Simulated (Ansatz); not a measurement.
# Cu in Ansatz: the effect of target pressure

Crystal: Cu.

```
Cu
1.0
     2.53410    0.00000    0.00000
    -1.26705    2.19459    0.00000
     0.00000    0.00000    4.11257
Cu
2
Direct
  0.66667 0.33333 0.75000
  0.33333 0.66667 0.25000
```

This isn't the form of Cu at room conditions, which is fcc.

Alike in all runs:

```yaml
Program: Ansatz 0.2.0
Task: relaxation of cell and atoms
Functional: PBEsol
Potentials_or_basis: Ansatz PAW
Cutoff: "420 eV (not typed: the program's choice for these potentials)"
k_mesh: 12 × 12 × 7
Occupations: fermi-dirac, width 0.05 eV
Spin: no spin polarisation
```

Each run relaxes the cell or the atoms first.

```csv
target pressure,relaxed volume (Å³/atom)
0 GPa,11.33
2 GPa,11.20
5 GPa,11.02
10 GPa,?
20 GPa,10.31
30 GPa,9.95
```

Question: What does the run with target pressure 10 GPa give?

Answer: Relaxed volume 10.75 Å³/atom.

Worked out: In Murnaghan's law V^(-B') rises as a straight line in P. The other rows fit best with B' = 4.5, V0 = 11.33 Å³/atom and B0 = 170 GPa, which gives 10.75 Å³/atom at 10 GPa, against the run's 10.75.

Caveats: the plane-wave basis is chosen anew once the cell has moved, so the energies of steps on either side of that aren't comparable; the PAW data sets come from PBE, with cores solved anew for the run's functional, which leaves a small shift of forces and pressure.
